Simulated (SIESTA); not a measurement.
CdTe under changes of volume

One of the cells (33.580 Å³/atom); the others are scaled copies at fixed shape and fractional positions:

```
Te Cd
1.0
     0.00000    3.22623    3.22623
     3.22623    0.00000    3.22623
     3.22623    3.22623    0.00000
Te Cd
1 1
Direct
  0.75000 0.75000 0.75000
  0.00000 0.00000 0.00000
```

```yaml
Program: SIESTA 5.4.2
Functional: PBE
Potentials_or_basis: PseudoDojo 0.4 standard (PBE files)
Basis: DZP (energy shift 0.003 Ry; two zetas on semicore shells)
Grid_cutoff: 800 Ry
Energy_shift: 0.003 Ry
k_mesh: 7 × 7 × 7
Occupations: fermi-dirac, width 0.05 eV
Spin: no spin polarisation
```

```tsv
volume (Å³/atom)	energy over the lowest point (meV/atom)	pressure (GPa)	gap on the mesh (eV)
30.947	103.49	8.2	1.42
31.605	73.16	6.6	1.33
32.263	48.96	5.2	1.25
33.580	15.79	3.0	1.08
34.239	?	?	?
34.897	0.00	1.1	0.93
```

**Question.** What does the run at 34.239 Å³/atom give?

**Answer.** Energy over the lowest point 5.63 meV/atom; pressure 2.0 GPa; gap on the mesh 1.01 eV.

Worked out: A Birch-Murnaghan fit of order 3 (a polynomial in V^(-2/3)) to the other rows has its minimum at 35.74 Å³/atom, just outside them, with B0 = V·E''(V) = 40 GPa and B' = 4.8. It gives 5.96 meV/atom at 34.239 Å³/atom, against the run's 5.63, and -dE/dV = 1.9 GPa, against 2.0. A straight line through the other rows of the gap, of slope -4.09 eV per unit of ln V (its deformation potential), gives 1.01 eV, against the run's 1.01.

Energies are extrapolated to zero smearing.

Caveats: spin-orbit coupling is left out, which moves the levels of the heavy elements; an odd mesh through Γ misses points on the zone boundary, where band edges often lie; the basis of atomic orbitals isn't converged, which shifts pressures, moduli and gaps.
